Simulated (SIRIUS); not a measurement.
# Rh (Fm-3m) in SIRIUS: equation of state, part 3 of 3

SIRIUS 7.12.0. Earlier steps stand in the parts before.

### Step 6. Equation of state, PBEsol, 14.22 Å³/atom (volume scaled by 1.04)

File sirius.json:

```json
{
  "control": {
    "processing_unit": "cpu",
    "std_evp_solver_name": "lapack",
    "gen_evp_solver_name": "lapack",
    "verbosity": 2,
    "print_forces": false,
    "ortho_rf": true,
    "use_second_variation": true,
    "rmt_max": 3.0,
    "num_bands_to_print": 17,
    "save_wf": true
  },
  "parameters": {
    "electronic_structure_method": "full_potential_lapwlo",
    "xc_functionals": ["XC_GGA_X_PBE_SOL", "XC_GGA_C_PBE_SOL"],
    "core_relativity": "dirac",
    "valence_relativity": "iora",
    "num_fv_states": 17,
    "smearing": "fermi_dirac",
    "smearing_width": 0.0018374661,
    "pw_cutoff": 20,
    "gk_cutoff": 3.61,
    "lmax_apw": 10,
    "lmax_rho": 8,
    "lmax_pot": 8,
    "num_mag_dims": 0,
    "auto_rmt": 0,
    "ngridk": [12, 12, 12],
    "shiftk": [0, 0, 0],
    "num_dft_iter": 80,
    "energy_tol": 1e-07,
    "density_tol": 1e-05,
    "use_symmetry": true
  },
  "settings": {"tol_ne": 1e-10},
  "iterative_solver": {"type": "exact"},
  "mixer": {"type": "anderson", "beta": 0.5, "max_history": 8},
  "unit_cell": {
    "lattice_vectors": [[0.0, 3.6336118315, 3.6336118315], [3.6336118315, 0.0, 3.6336118315], [3.6336118315, 3.6336118315, 0.0]],
    "atom_types": ["Rh"],
    "atom_files": {"Rh": "Rh.json"},
    "atoms": {"Rh": [[0.0, 0.0, 0.0]]}
  }
}
```

File Rh.json:

```json
{
  "name": "rhodium",
  "symbol": "Rh",
  "number": 45,
  "mass": 102.9055,
  "rmin": 1e-06,
  "rmt": 2.44,
  "nrmt": 800,
  "rinf": 15.89,
  "core": "1s2s2p3s3p3d",
  "valence": [
    {"basis": [{"enu": 0.18, "dme": 0, "n": 0, "auto": 0}, {"enu": 0.18, "dme": 1, "n": 0, "auto": 0}]},
    {"l": 0, "n": 1, "basis": [{"enu": 0.28, "dme": 0, "n": 0, "auto": 0}]},
    {"l": 1, "n": 2, "basis": [{"enu": 0.28, "dme": 0, "n": 0, "auto": 0}]},
    {"l": 2, "n": 3, "basis": [{"enu": 0.28, "dme": 0, "n": 0, "auto": 0}]},
    {"l": 3, "n": 4, "basis": [{"enu": 0.28, "dme": 0, "n": 0, "auto": 0}]}
  ],
  "lo": [
    {"l": 0, "basis": [{"enu": 0.28, "dme": 0, "n": 0, "auto": 0}, {"enu": 0.28, "dme": 1, "n": 0, "auto": 0}]},
    {
      "l": 0,
      "basis": [{"enu": -2.5764, "dme": 0, "n": 4, "auto": 1}, {"enu": -2.5764, "dme": 1, "n": 4, "auto": 1}]
    },
    {
      "l": 0,
      "basis": [{"enu": -2.5764, "dme": 1, "n": 4, "auto": 1}, {"enu": 0.28, "dme": 0, "n": 0, "auto": 0}]
    },
    {"l": 0, "basis": [{"enu": 0.28, "dme": 0, "n": 0, "auto": 0}, {"enu": 2.9674, "dme": 0, "n": 0, "auto": 0}]},
    {"l": 1, "basis": [{"enu": 0.28, "dme": 0, "n": 0, "auto": 0}, {"enu": 0.28, "dme": 1, "n": 0, "auto": 0}]},
    {
      "l": 1,
      "basis": [{"enu": -1.4062, "dme": 0, "n": 4, "auto": 1}, {"enu": -1.4062, "dme": 1, "n": 4, "auto": 1}]
    },
    {
      "l": 1,
      "basis": [{"enu": -1.4062, "dme": 1, "n": 4, "auto": 1}, {"enu": 0.28, "dme": 0, "n": 0, "auto": 0}]
    },
    {"l": 1, "basis": [{"enu": 0.28, "dme": 0, "n": 0, "auto": 0}, {"enu": 3.3706, "dme": 0, "n": 0, "auto": 0}]},
    {"l": 2, "basis": [{"enu": 0.28, "dme": 0, "n": 0, "auto": 0}, {"enu": 0.28, "dme": 1, "n": 0, "auto": 0}]},
    {"l": 2, "basis": [{"enu": 0.28, "dme": 1, "n": 0, "auto": 0}, {"enu": 0.28, "dme": 2, "n": 0, "auto": 0}]},
    {"l": 2, "basis": [{"enu": 0.28, "dme": 0, "n": 0, "auto": 0}, {"enu": 2.9003, "dme": 0, "n": 0, "auto": 0}]},
    {"l": 3, "basis": [{"enu": 0.28, "dme": 0, "n": 0, "auto": 0}, {"enu": 0.28, "dme": 1, "n": 0, "auto": 0}]},
    {"l": 3, "basis": [{"enu": 0.28, "dme": 0, "n": 0, "auto": 0}, {"enu": 3.2026, "dme": 0, "n": 0, "auto": 0}]}
  ],
  "free_atom": [... radial grid and density of the free atom, the start of the SCF ...]
}
```

File sirius_start.json:

```json
{
  "control": {
    "processing_unit": "cpu",
    "std_evp_solver_name": "lapack",
    "gen_evp_solver_name": "lapack",
    "verbosity": 1,
    "print_forces": false,
    "ortho_rf": true,
    "use_second_variation": true,
    "rmt_max": 3.0,
    "num_bands_to_print": 17,
    "save_wf": false
  },
  "parameters": {
    "electronic_structure_method": "full_potential_lapwlo",
    "xc_functionals": ["XC_LDA_X", "XC_LDA_C_PW"],
    "core_relativity": "dirac",
    "valence_relativity": "iora",
    "num_fv_states": 17,
    "smearing": "fermi_dirac",
    "smearing_width": 0.0055123983,
    "pw_cutoff": 20,
    "gk_cutoff": 2.89,
    "lmax_apw": 10,
    "lmax_rho": 8,
    "lmax_pot": 8,
    "num_mag_dims": 0,
    "auto_rmt": 0,
    "ngridk": [5, 5, 5],
    "shiftk": [0, 0, 0],
    "num_dft_iter": 30,
    "energy_tol": 0.01,
    "density_tol": 0.05,
    "use_symmetry": true
  },
  "settings": {"tol_ne": 1e-10},
  "iterative_solver": {"type": "exact"},
  "mixer": {"type": "anderson", "beta": 0.5, "max_history": 8},
  "unit_cell": {
    "lattice_vectors": [[0.0, 3.6336118315, 3.6336118315], [3.6336118315, 0.0, 3.6336118315], [3.6336118315, 3.6336118315, 0.0]],
    "atom_types": ["Rh"],
    "atom_files": {"Rh": "Rh.json"},
    "atoms": {"Rh": [[0.0, 0.0, 0.0]]}
  }
}
```

Potentials or basis: all-electron FP-LAPW, apw+lo standard.

Run with:

```
OMP_NUM_THREADS=1 sirius.scf --input=sirius_start.json --output=start.json
OMP_NUM_THREADS=1 sirius.scf --input=sirius.json --output=output.json --task=1
```

Standard output:

```text
[info] SIRIUS version : 7.12.0
[info] number of MPI ranks           : 1
[info] MPI grid                      : 1 1
[info] maximum number of OMP threads : 1
[fft] FFT context for density and potential
[fft] =====================================
[fft]   plane wave cutoff                     : 20
[fft]   grid size                             : 36 36 36   total : 46656
[fft]   grid limits                           : -17 18   -17 18   -17 18
[fft]   number of G-vectors within the cutoff : 12939
[fft]   number of G-shells                    : 382
[fft] FFT context for coarse grid
[fft] =====================================
[fft]   plane wave cutoff                     : 7.22
[fft]   grid size                             : 15 15 15   total : 3375
[... 388 lines left out ...]
[find] Total energy                   :   -4782.91112566 (Ha),   -9565.82225131 (Ry)
[find] Free energy (E-TS)             :   -4782.91145081 (Ha),   -9565.82290162 (Ry)
[find] band gap (eV)                  :       0.00000000
[find] Efermi                         :       0.38771149
[find] iteration : 6, RMS (target) : 4.2303e-06 (1.0000e-05) , energy difference (target) : 3.2051e-09 (1.0000e-07)
[find] converged after 7 SCF iterations!
[find] Charges and magnetic moments
[find] --------------------------------------------------------------------------------
[find] atom      charge    core leakage
[find] --------------------------------------------------------------------------------
[find]    0   43.618586    5.035061e-08
[find] total core leakage    : 5.03506073e-08
[find] interstitial charge   : 1.381412
[find] total charge          : 44.999998
[find] Energy
[find] --------------------------------------------------------------------------------
[find] valence_eval_sum               :     -10.45791941
[find] core_eval_sum                  :   -2842.80379723
[find] kinetic energy                 :    4984.71496219
[find] enuc                           :   -5801.81218408
[find] <rho|V^{XC}>                   :    -179.44613095
[find] <rho|E^{XC}>                   :    -136.54858673
[find] <mag|B^{XC}>                   :       0.00000000
[find] <rho|V^{H}>                    :   -7658.53054788
[find] smearing (-TS)                 :      -0.00032515
[find] SCF correction                 :      -0.00004309
[find] Total energy                   :   -4782.91112566 (Ha),   -9565.82225131 (Ry)
[find] Free energy (E-TS)             :   -4782.91145081 (Ha),   -9565.82290162 (Ry)
[find] band gap (eV)                  :       0.00000000
[find] Efermi                         :       0.38771149
```

Run time: 20 s. Hardware: 1 thread of Arm Neoverse V2, shared host; peak memory 0.29 GiB.

Results:

```yaml
Free_energy: -130149.6509 eV
Band_gap_on_the_k_mesh: none (metal or under the smearing width)
All_electrons_inside_the_program's_atomic_spheres: Rh 43.62 (radii Rh 2.44 bohr)
```

### Step 7. Equation of state, PBEsol, 14.49 Å³/atom (volume scaled by 1.06)

Edit sirius.json of step 6 so:

```diff
@@ -39,3 +39,3 @@
   "unit_cell": {
-    "lattice_vectors": [[0.0, 3.6336118315, 3.6336118315], [3.6336118315, 0.0, 3.6336118315], [3.6336118315, 3.6336118315, 0.0]],
+    "lattice_vectors": [[0.0, 3.6567564799, 3.6567564799], [3.6567564799, 0.0, 3.6567564799], [3.6567564799, 3.6567564799, 0.0]],
     "atom_types": ["Rh"],
```

File Rh.json:

```json
{
  "name": "rhodium",
  "symbol": "Rh",
  "number": 45,
  "mass": 102.9055,
  "rmin": 1e-06,
  "rmt": 2.44,
  "nrmt": 800,
  "rinf": 15.89,
  "core": "1s2s2p3s3p3d",
  "valence": [
    {"basis": [{"enu": 0.17, "dme": 0, "n": 0, "auto": 0}, {"enu": 0.17, "dme": 1, "n": 0, "auto": 0}]},
    {"l": 0, "n": 1, "basis": [{"enu": 0.27, "dme": 0, "n": 0, "auto": 0}]},
    {"l": 1, "n": 2, "basis": [{"enu": 0.27, "dme": 0, "n": 0, "auto": 0}]},
    {"l": 2, "n": 3, "basis": [{"enu": 0.27, "dme": 0, "n": 0, "auto": 0}]},
    {"l": 3, "n": 4, "basis": [{"enu": 0.27, "dme": 0, "n": 0, "auto": 0}]}
  ],
  "lo": [
    {"l": 0, "basis": [{"enu": 0.27, "dme": 0, "n": 0, "auto": 0}, {"enu": 0.27, "dme": 1, "n": 0, "auto": 0}]},
    {
      "l": 0,
      "basis": [{"enu": -2.5864, "dme": 0, "n": 4, "auto": 1}, {"enu": -2.5864, "dme": 1, "n": 4, "auto": 1}]
    },
    {
      "l": 0,
      "basis": [{"enu": -2.5864, "dme": 1, "n": 4, "auto": 1}, {"enu": 0.27, "dme": 0, "n": 0, "auto": 0}]
    },
    {"l": 0, "basis": [{"enu": 0.27, "dme": 0, "n": 0, "auto": 0}, {"enu": 2.9574, "dme": 0, "n": 0, "auto": 0}]},
    {"l": 1, "basis": [{"enu": 0.27, "dme": 0, "n": 0, "auto": 0}, {"enu": 0.27, "dme": 1, "n": 0, "auto": 0}]},
    {
      "l": 1,
      "basis": [{"enu": -1.4162, "dme": 0, "n": 4, "auto": 1}, {"enu": -1.4162, "dme": 1, "n": 4, "auto": 1}]
    },
    {
      "l": 1,
      "basis": [{"enu": -1.4162, "dme": 1, "n": 4, "auto": 1}, {"enu": 0.27, "dme": 0, "n": 0, "auto": 0}]
    },
    {"l": 1, "basis": [{"enu": 0.27, "dme": 0, "n": 0, "auto": 0}, {"enu": 3.3606, "dme": 0, "n": 0, "auto": 0}]},
    {"l": 2, "basis": [{"enu": 0.27, "dme": 0, "n": 0, "auto": 0}, {"enu": 0.27, "dme": 1, "n": 0, "auto": 0}]},
    {"l": 2, "basis": [{"enu": 0.27, "dme": 1, "n": 0, "auto": 0}, {"enu": 0.27, "dme": 2, "n": 0, "auto": 0}]},
    {"l": 2, "basis": [{"enu": 0.27, "dme": 0, "n": 0, "auto": 0}, {"enu": 2.8903, "dme": 0, "n": 0, "auto": 0}]},
    {"l": 3, "basis": [{"enu": 0.27, "dme": 0, "n": 0, "auto": 0}, {"enu": 0.27, "dme": 1, "n": 0, "auto": 0}]},
    {"l": 3, "basis": [{"enu": 0.27, "dme": 0, "n": 0, "auto": 0}, {"enu": 3.1926, "dme": 0, "n": 0, "auto": 0}]}
  ],
  "free_atom": [... radial grid and density of the free atom, the start of the SCF ...]
}
```

Edit sirius_start.json of step 6 so:

```diff
@@ -39,3 +39,3 @@
   "unit_cell": {
-    "lattice_vectors": [[0.0, 3.6336118315, 3.6336118315], [3.6336118315, 0.0, 3.6336118315], [3.6336118315, 3.6336118315, 0.0]],
+    "lattice_vectors": [[0.0, 3.6567564799, 3.6567564799], [3.6567564799, 0.0, 3.6567564799], [3.6567564799, 3.6567564799, 0.0]],
     "atom_types": ["Rh"],
```

Run with:

```
OMP_NUM_THREADS=1 sirius.scf --input=sirius_start.json --output=start.json
OMP_NUM_THREADS=1 sirius.scf --input=sirius.json --output=output.json --task=1
```

It took 20 s on 1 thread of Arm Neoverse V2, shared host; peak memory 0.29 GiB.

Results (log left out):

```
Free energy                                       : -130149.6238 eV
Band gap on the k mesh                            : none (metal or under the smearing width)
All electrons inside the program's atomic spheres : Rh 43.58 (radii Rh 2.44 bohr)
```

### Step 8. Equation of state, PBEsol

Potentials or basis: all-electron FP-LAPW, apw+lo standard.

No new run: the results of the series are fitted here.

Results:

```yaml
Equilibrium_volume: 13.47 Å³/atom
Bulk_modulus: 300 GPa
Pressure_derivative_of_the_bulk_modulus: "5.8 (rough: it moves with the points fitted)"
```

Energy against volume, from the lowest point:
```
volume (Å³/atom)  energy (meV/atom)
          12.851              29.53
          13.125               8.51
          13.398               0.00
          13.671               2.30
          13.945              13.95
          14.218              33.54
          14.492              60.66
```

### Step 9. How close it comes

Step 8. Against the measured bulk modulus of Rh, 264 GPa (quoted in “Thermal equation of state of rhodium characterized by XRD in a resistively heated diamond anvil cell”, 2024, pmc:11535440), the calculated 300 GPa is off by +13.4 %. The fit is for a static lattice scaled at fixed shape and fixed fractional positions.
